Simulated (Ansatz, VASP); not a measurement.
**Ni: VASP beside Ansatz**

INCAR

```
SYSTEM = Ni
PREC = Accurate
ENCUT = 520
EDIFF = 1E-6
ISMEAR = -1
SIGMA = 0.05
LREAL = .FALSE.
LASPH = .TRUE.
NELM = 150
ALGO = Fast
ISIF = 2
LWAVE = .FALSE.
LCHARG = .TRUE.
ISPIN = 2
MAGMOM = 0.584 0.584
LORBIT = 11
LMAXMIX = 4
LELF = .TRUE.
LVHAR = .TRUE.
NBANDS = 21
```

The input KPOINTS:

```
Automatic mesh
0
G
  24 24 13
  0 0 0
```

POSCAR

```
Ni
1.0
    2.4173865228      0.0000000000      0.0000000000
   -1.2086932614      2.0935181395      0.0000000000
    0.0000000000      0.0000000000      3.9727669544
Ni
2
Direct
    0.3333333333      0.6666666667      0.2500000000
    0.6666666667      0.3333333333      0.7500000000
```

Input for Ansatz:

```yaml
crystal:
  lattice:
    - [2.4173865228, 0.0, 0.0]
    - [-1.2086932614, 2.0935181395, 0.0]
    - [0.0, 0.0, 3.9727669544]
  atoms:
    - { symbol: Ni, position: [0.3333333333, 0.6666666667, 0.25], spin: 0.584 }
    - { symbol: Ni, position: [0.6666666667, 0.3333333333, 0.75], spin: 0.584 }
hamiltonian:
  xc: lda
  pseudopotentials:
    kind: paw
    azcp:
      Ni: "pseudopotentials/Ni.paw.azcp"
basis:
  ecutwfc: 420
  fft_grid_basis: typed
kpoints:
  mp_grid: { grid: [24, 24, 13], shift: [0, 0, 0] }
magnetization:
  spin_polarized: true
scf:
  occupations: { method: fermi_dirac, width: 0.05 }
```

This isn't the form of Ni at room conditions, which is fcc.

Alike in both runs: task single point; functional LDA; k mesh 24 × 24 × 13; occupations fermi-dirac, width 0.05 eV; collinear spin.

|  | VASP | Ansatz |
| --- | --- | --- |
| version | VASP 6.6.1 | Ansatz 0.2.0 |
| potentials or method | VASP PAW LDA potentials, release 64 (Ni) | plane waves (420 eV) with PAW, scalar-relativistic |
| plane-wave cutoff (eV) | 520 | 420 |
| valence electrons in the cell | 20 | 36 |

```tsv
	VASP	Ansatz	Ansatz less VASP
net moment per atom (μB)	0.58	0.60	+0.026
size of the moment on the site where the two differ most (μB)	0.58	0.63	+0.051
```

Site moments also hang on the region over which each program counts them. The two sets of potentials don't hold the same shells in valence. Ansatz warned: «pseudo_functional_mismatch».
